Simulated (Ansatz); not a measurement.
C:

```
C
1.0
     0.00000    1.78337    1.78337
     1.78337    0.00000    1.78337
     1.78337    1.78337    0.00000
C
2
Cartesian
  2.6751 2.6751 2.6751
  1.7834 1.7834 1.7834
```

This isn't the form of C at room conditions, which is graphite.

* Program: Ansatz 0.2.0
* Task: single point
* Functional: PBE
* Potentials or basis: all-electron LAPW, scalar-relativistic
* Cutoff: 449 eV (chosen from the basis error)
* Basis error allowed: 0.001 eV/atom
* k mesh: 13 × 13 × 13
* Occupations: fermi-dirac, width 0.05 eV
* Spin: no spin polarisation

On this cell: pressure 1.8 GPa; largest force zero by symmetry; band gap on the k mesh 4.15 eV, indirect (least direct gap 5.60 eV).

The same run follows on a disturbed copy (atoms moved at random, drawn with an rms of 0.05 Å):

```
C
1.0
     0.00000    1.78337    1.78337
     1.78337    0.00000    1.78337
     1.78337    1.78337    0.00000
C
2
Direct
  0.74778 0.75306 0.75416
  0.48928 0.49860 0.49360
```

**Question.** What does the disturbed cell give?

**Answer.** The energy moves by +21.0 meV/atom; pressure 2.5 GPa; largest force 1.663 eV/Å; band gap on the k mesh 3.24 eV, indirect (least direct gap 3.99 eV).

Forces in eV/Å, atoms in the order of the input:
```
C   -0.898 -1.183 -0.747
C    0.898  1.183  0.747
```

Stress tensor (GPa, compression positive):
```
 2.55 -0.34 -0.99
-0.34  2.44 -0.58
-0.99 -0.58  2.59
```

Caveats: an odd mesh through Γ misses points on the zone boundary, where band edges often lie.
